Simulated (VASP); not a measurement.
A run of VASP 6.6.1 is set up as follows.

Contents of INCAR:

```
PREC = Accurate
ENCUT = 600
EDIFF = 1E-6
ISMEAR = 0
SIGMA = 0.01
LREAL = False
LASPH = True
NELM = 60
ALGO = Normal
ISIF = 3
LWAVE = False
LCHARG = False
GGA = PS
IBRION = 2
NSW = 80
EDIFFG = -0.005
```

KPOINTS

```
Automatic mesh
0
Gamma
  6 6 6
```

File POSCAR:

```
CsPbBr3
1.0
    5.8700000000      0.0000000000      0.0000000000
    0.0000000000      5.8700000000      0.0000000000
    0.0000000000      0.0000000000      5.8700000000
Cs Pb Br
1 1 3
Direct
    0.5000000000      0.5000000000      0.5000000000
    0.0000000000      0.0000000000      0.0000000000
    0.5000000000      0.0000000000      0.0000000000
    0.0000000000      0.5000000000      0.0000000000
    0.0000000000      0.0000000000      0.5000000000
```

Potentials or basis: VASP PAW PBE potentials, release 64 (Cs_sv, Pb_d, Br).

Launch:

```sh
$ cat potpaw_PBE.64/Cs_sv/POTCAR potpaw_PBE.64/Pb_d/POTCAR potpaw_PBE.64/Br/POTCAR > POTCAR
$ mpirun -np 1 vasp_std > vasp.out
```

(1) Estimate the relaxed volume.

(2) What does it give for the space group after relaxing (to 0.05 Å)?

Answers

(1) 40.50 Å³/atom.

(2) Pm-3m (No. 221).

Caveat: the PAW data sets were made with another functional, which shifts forces and pressure a little.
